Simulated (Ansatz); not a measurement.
Input of an Ansatz 0.2.0 run:

Contents of input.yaml:

```yaml
crystal:
  lattice:
    - [3.8409, 0.0, 0.0]
    - [0.0, 3.8409, 0.0]
    - [0.0, 0.0, 3.8409]
  atoms:
    - { symbol: Sr, position: [0.5, 0.5, 0.5] }
    - { symbol: V, position: [0.0, 0.0, 0.0], spin: 2.0 }
    - { symbol: O, position: [0.0, 0.0, 0.5] }
    - { symbol: O, position: [0.0, 0.5, 0.0] }
    - { symbol: O, position: [0.5, 0.0, 0.0] }
hamiltonian:
  xc: rpbe
  pseudopotentials: { kind: paw }
magnetization:
  spin_polarized: true
kpoints:
  mp_grid: { grid: [7, 7, 7] }
scf:
  occupations: { method: fermi_dirac, width: 0.05 }
output:
  forces: true
  stress: true
relax:
  f_tol: 0.01
  max_steps: 40
  cell: { stress_tol: 0.05 }
```

Potentials or basis: Ansatz PAW.

Launch:

```bash
$ ansatz run input.yaml --threads 2 --pin off --max-ram 5120MiB --backend cpu --events-out ev --progress --plain --runs-dir out
```

Problem. Estimate the relaxed cell.

Solution. a = 3.893 Å, b = 3.893 Å, c = 3.893 Å, α = 90.00°, β = 90.00°, γ = 90.00°.

Problem. Predict the relaxed volume.

Solution. 11.80 Å³/atom.

Problem. Predict the absolute moment.

Solution. 0.00 μB per cell.

Problem. Predict the space group after relaxing (to 0.05 Å).

Solution. Pm-3m (No. 221).

Final structure:
```yaml
crystal:
  lattice:
    - [3.89265, 0.00000, 0.00000]
    - [0.00000, 3.89265, 0.00000]
    - [0.00000, 0.00000, 3.89265]
  atoms:
    - { symbol: Sr, position: [0.50000, 0.50000, 0.50000] }
    - { symbol: V, position: [0.00000, 0.00000, 0.00000] }
    - { symbol: O, position: [0.00000, 0.00000, 0.50000] }
    - { symbol: O, position: [0.00000, 0.50000, 0.00000] }
    - { symbol: O, position: [0.50000, 0.00000, 0.00000] }
```

Caveat: the pressure holds a Pulay correction of +0.5 GPa for the finite cutoff; the PAW data sets come from PBE, with cores solved anew for the run's functional, which leaves a small shift of forces and pressure; the starting moments weren't kept. Zero-point motion and thermal expansion aren't in these numbers.
